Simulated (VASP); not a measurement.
A run of VASP 6.6.1 is set up as follows.

The input INCAR:

```
PREC = Accurate
ENCUT = 600
EDIFF = 1E-7
ISMEAR = 0
SIGMA = 0.03
LREAL = F
LASPH = T
NELM = 80
ALGO = Normal
ISIF = 3
LWAVE = F
LCHARG = F
METAGGA = R2SCAN
LMIXTAU = T
IBRION = 2
NSW = 90
EDIFFG = -0.005
```

KPOINTS

```
Automatic mesh
0
Gamma
  10 10 10
```

The input POSCAR:

```
Ge                                      
1.0
   -0.0000000000      2.8383942277      2.8383942277
    2.8383942277      0.0000000000      2.8383942277
    2.8383942277      2.8383942277     -0.0000000000
  Ge            
     2
Direct
     0.0000000000000000    0.0000000000000000    0.0000000000000000
     0.2500000000000000    0.2500000000000000    0.2500000000000000
```

Potentials or basis: VASP PAW PBE potentials, release 64 (Ge_d).

Run with:

```console
$ cat potpaw_PBE.64/Ge_d/POTCAR > POTCAR
$ mpirun -np 1 vasp_std > vasp.out
```

Problem. What does it give for the band gap on the k mesh?

Solution. 0.31 eV, direct.

Final structure:
```cif
data_structure
_symmetry_space_group_name_H-M 'P 1'
_symmetry_Int_Tables_number 1
_cell_length_a 4.0141
_cell_length_b 4.0141
_cell_length_c 4.0141
_cell_angle_alpha 60.000
_cell_angle_beta 60.000
_cell_angle_gamma 60.000
_cell_volume 45.73
loop_
_atom_site_label
_atom_site_type_symbol
_atom_site_fract_x
_atom_site_fract_y
_atom_site_fract_z
_atom_site_occupancy
Ge1 Ge 0.00000 0.00000 0.00000 1
Ge2 Ge 0.25000 0.25000 0.25000 1
```

Caveat: the relaxation stopped at its first step, so nothing moved; the PAW data sets were made with another functional, which shifts forces and pressure a little. r2SCAN opens gaps a little over a GGA but as a rule still falls short of measured ones.
